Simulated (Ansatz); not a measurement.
## How far do frozen cores hold at 0.4 of the volume?

Ansatz 0.2.0 under PBE, scalar-relativistic: all-electron LAPW against the default frozen-core PAW files and norm-conserving files, on the same cells and meshes. Each crystal is compressed to 0.4 of its own relaxed volume, with k spacings near 0.17 Å⁻¹ and smearing of 0.05 to 0.1 eV; spin polarisation is left out. The structure types needn't be the stable ones.

Problem. For which of Au (sc), S (fcc), Mo (simple hexagonal), P (bcc) does the PAW pressure depart most from LAPW, and by how much?

Solution. S (fcc), by -0.29 %. All values:

```tsv
crystal	V (Å³/atom)	P LAPW (GPa)	PAW − LAPW (%)	energy rise, PAW − LAPW (meV/atom)	norm-conserving − LAPW (%)
Au (sc)	8.30	1135	-0.14	-15	0.35
S (fcc)	6.35	440.9	-0.29	-18	0.07
Mo (simple hexagonal)	6.72	1212	-0.25	-18	-0.20
P (bcc)	5.68	582.4	-0.08	-14	-0.63
```
